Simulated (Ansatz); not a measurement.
A crystal relaxed with r2SCAN in Ansatz has space group I-4 (No. 82) and a = 5.699 Å, c = 11.384 Å.

| atom | site | x | y | z |
| --- | --- | --- | --- | --- |
| Xx | 2a | 0.0000 | 0.0000 | 0.0000 |
| Xx | 2c | 0.0000 | 0.5000 | 0.2500 |
| Zn | 2d | 0.5000 | 0.0000 | 0.2500 |
| Sn | 2b | 0.5000 | 0.5000 | 0.0000 |
| Se | 8g | 0.2591 | 0.7333 | 0.3701 |

With r2SCAN the gap is 0.08 eV and direct, at Γ. (With 0.02 eV of smearing so small a gap leaves both edges partly filled, and it could close between the points sampled.) The HSE06 gap is direct at Γ: 0.78 eV. Meshes: r2SCAN 6×6×6, HSE06 4×4×4.

Q: Which element is Xx?
A. Cu
B. Li
C. Au
D. Ag

A: A. Xx is Cu: kesterite Cu2ZnSnSe4. Cu is surrounded by 4 Se at 2.42 Å; Cu is surrounded by 4 Se at 2.41 Å; Zn is surrounded by 4 Se at 2.46 Å; Sn is surrounded by 4 Se at 2.58 Å; Se is surrounded by 2 Cu at 2.41–2.42 Å and 1 Zn at 2.46 Å and 1 Sn at 2.58 Å.

Spin-unpolarised throughout. Whether this structure exists isn't addressed.

Spin-orbit coupling is left out, which matters wherever the heavy atoms make up the band edges.
